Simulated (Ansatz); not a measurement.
This InSe structure is the end of a relaxation. The cell was found from a structure generator's guess, not taken from experiment.

Method: Ansatz 0.2.0, DFT PBE, scalar-relativistic, plane waves, PAW. Cutoff 420 eV, Γ-centred mesh, Gaussian smearing, no spin polarisation.

```
In Se
1.0
     0.00000    3.67960    3.67960
     3.67960    0.00000    3.67960
     3.67960    3.67960    0.00000
In Se
2 2
Cartesian
  5.5194 5.5194 5.5194
  3.6796 3.6796 3.6796
  1.8398 1.8398 1.8398
  0.0000 0.0000 0.0000
```

The zero of energy is the elements' standard structures at the same level; no fitted shifts are applied.

(1) What space group does it have?

(2) What is its formation energy per atom?

(3) Is it a metal?

Answers

(1) Fd-3m (No. 227), with In and Se ordered on bcc sites. Conventional cell: a = 7.359 Å. In has 4 In at 3.19 Å, 4 Se at 3.19 Å and 6 Se at 3.68 Å; Se is surrounded by 4 In at 3.19 Å, 4 Se at 3.19 Å and 6 In at 3.68 Å.

(2) +0.07 eV/atom. A positive value: parting into the elements would lower its energy.

(3) Yes, bands cross the Fermi level on the 12×12×12 mesh.

The last run used a 12×12×12 mesh for its 4-atom cell and Gaussian smearing of 0.10 eV. The cell is a metal run without spin; a magnetic state may lie lower. The reference form of Se is held partly by dispersion forces, which this level lacks. A structure relaxed within its symmetry needn't be a true minimum. Another cell of InSe relaxed alike, in P6_3/mmc (a cell as deposited in COD), lies 0.60 eV/atom lower, so this cell isn't the stable form at this level.
